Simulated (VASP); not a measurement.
# Sb under changes of volume

One of the cells (32.486 Å³/atom); the others are scaled copies at fixed shape and fractional positions:

```
CELL_PARAMETERS angstrom
4.55769 0.00000 0.00000
0.00000 4.45038 0.00000
-1.32926 0.00000 6.40650
ATOMIC_POSITIONS crystal
Sb 0.33993 0.25000 0.68367
Sb 0.93664 0.75000 0.76276
Sb 0.06336 0.25000 0.23724
Sb 0.66007 0.75000 0.31633
```

This isn't the form of Sb at room conditions, which is rhombohedral.

| Item | Value |
| --- | --- |
| Program | VASP 6.6.1 |
| Functional | PBE |
| Potentials or basis | VASP PAW PBE potentials, release 64 (Sb) |
| Cutoff | 520 eV |
| k mesh | 6 × 6 × 4 |
| Occupations | fermi-dirac, width 0.05 eV |
| Spin | no spin polarisation |

```tsv
volume (Å³/atom)	energy over the lowest point (meV/atom)	pressure (GPa)	largest force (eV/Å)
29.938	19.69	3.6	0.500
30.575	7.93	2.3	0.360
31.212	1.06	1.2	0.237
32.486	0.00	-0.8	0.154
33.123	4.92	-1.6	0.255
33.760	?	?	?
```

Q: What does the run at 33.760 Å³/atom give?

A: Energy over the lowest point 12.98 meV/atom; pressure -2.4 GPa; largest force 0.355 eV/Å.

Worked out: A Birch-Murnaghan fit of order 3 (a polynomial in V^(-2/3)) to the other rows has its minimum at 31.92 Å³/atom with B0 = V·E''(V) = 49 GPa and B' = 4.6 at fixed shape and positions, which overstates the stiffness. It gives 12.97 meV/atom at 33.760 Å³/atom, against the run's 12.98, and -dE/dV = -2.4 GPa, against -2.4.

Energies are extrapolated to zero smearing.
